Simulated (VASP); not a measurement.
Set up this calculation in VASP 6.6.1, as the native input.

| Property | Result |
| --- | --- |
| Task | single point |
| Functional | PBE |
| Potentials or basis | VASP PAW PBE potentials, release 64 (Li_sv) |
| Cutoff | 520 eV |
| k mesh | 6 × 6 × 6 |
| Occupations | gaussian, width 0.1 eV |
| Spin | no spin polarisation |
| Dipole correction | no |
| Further INCAR settings | ALGO = Normal; EDIFF = 1e-06; NBANDS = 8 |

The structure of Li lies in POSCAR:

```
Li
1.0
   -2.0178347777      2.0178347777      2.7427331486
    2.0178347777     -2.0178347777      2.7427331486
    2.0178347777      2.0178347777     -2.7427331486
Li
1
Direct
    0.0000000000      0.0000000000      0.0000000000
```

This isn't the form of Li at room conditions, which is bcc.

The cell isn't the ideal one: Cs replaced by Li, lengths x 0.715, strained and moved within the space group.

The input as run:

INCAR

```
SYSTEM = Li
  PREC = Accurate
  ENCUT = 520
  EDIFF = 1E-6
  ISMEAR = 0
  SIGMA = 0.1
  LREAL = .False.
  LASPH = .True.
  NELM = 100
  ALGO = Normal
  ISIF = 2
  LWAVE = .False.
  LCHARG = .True.
  GGA = PE
  LELF = .True.
  LVHAR = .True.
  NBANDS = 8
```

KPOINTS

```
regular mesh
0
Gamma
  6 6 6
  0 0 0
```

Potentials or basis: VASP PAW PBE potentials, release 64 (Li_sv).

Run with:

```console
$ cat potpaw_PBE.64/Li_sv/POTCAR > POTCAR
$ mpirun -np 1 vasp_std > vasp.out
```

Results of the run:

The band gap on the k mesh is none (metal or under the smearing width).

Caveat: the k mesh is coarse (spacing up to 0.37 Å⁻¹), so the values aren't converged.

Run time: 5.6 s on 1 thread of Intel(R) Xeon(R) Platinum 8488C (Sapphire Rapids), with other jobs on the host, peak memory 0.15 GiB.
